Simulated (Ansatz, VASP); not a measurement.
Given: the input of a run of Ansatz 0.2.0 on As.

The input input.yaml:

```yaml
crystal:
  lattice:
    - [1.9176846343, 1.1071757398, 3.5829826684]
    - [-1.9176846343, 1.1071757398, 3.5829826684]
    - [0.0, -2.2143514796, 3.5829826684]
  atoms:
    - { symbol: As, position: [0.226, 0.226, 0.226] }
    - { symbol: As, position: [0.774, 0.774, 0.774] }
kpoints:
  mp_grid: { grid: [9, 9, 9] }
scf:
  occupations: { method: fermi_dirac, width: 0.05 }
hamiltonian:
  xc: pbe
  pseudopotentials: { kind: all_electron, lapw: { basis_error: 0.0005 } }
output:
  forces: true
  stress: true
  eigenvalues: true
```

Potentials or basis: all-electron LAPW, scalar-relativistic.

Command:

```console
$ ansatz run input.yaml --threads 1 --pin off --max-ram 2560MiB --backend cpu --events-out ev --progress --plain --runs-dir out
```

Question: Set up the same calculation for VASP 6.6.1. Potentials there: VASP PAW PBE potentials, release 64 (As).

Answer: As run (the cutoff follows the program's own potentials):

Contents of INCAR:

```
SYSTEM = As
PREC = Accurate
ENCUT = 520
EDIFF = 1E-7
ISMEAR = -1
SIGMA = 0.05
LREAL = .False.
LASPH = .True.
NELM = 100
ALGO = Normal
ISIF = 2
LWAVE = .False.
LCHARG = .True.
GGA = PE
LELF = .True.
LVHAR = .True.
NBANDS = 12
```

KPOINTS

```
regular mesh
0
Gamma
  9 9 9
  0 0 0
```

File POSCAR:

```
As
1.0
    1.9176846343      1.1071757398      3.5829826684
   -1.9176846343      1.1071757398      3.5829826684
    0.0000000000     -2.2143514796      3.5829826684
As
2
Direct
    0.2260000000      0.2260000000      0.2260000000
    0.7740000000      0.7740000000      0.7740000000
```

Potentials or basis: VASP PAW PBE potentials, release 64 (As).

Command:

```console
$ cat potpaw_PBE.64/As/POTCAR > POTCAR
$ mpirun -np 1 vasp_std > vasp.out
```

Both were run:

|  | VASP | Ansatz | Ansatz less VASP |
| --- | --- | --- | --- |
| gap on the k mesh at the Fermi level (eV) | none | none | - |
| pressure (GPa) | -0.4 | -0.6 | -0.22 |
| largest component of the traceless stress (GPa) | 0.52 | 0.60 | +0.080 |
| rms of the force components (eV/Å) | 0.056 | 0.028 | -0.0282 |

Atom by atom the forces differ by 0.028 eV/Å (rms over components). A gap of «none» marks a metal or a gap that the smearing closes. Ansatz ran all-electron here, so the differences hold the error of VASP's frozen core and of both bases.
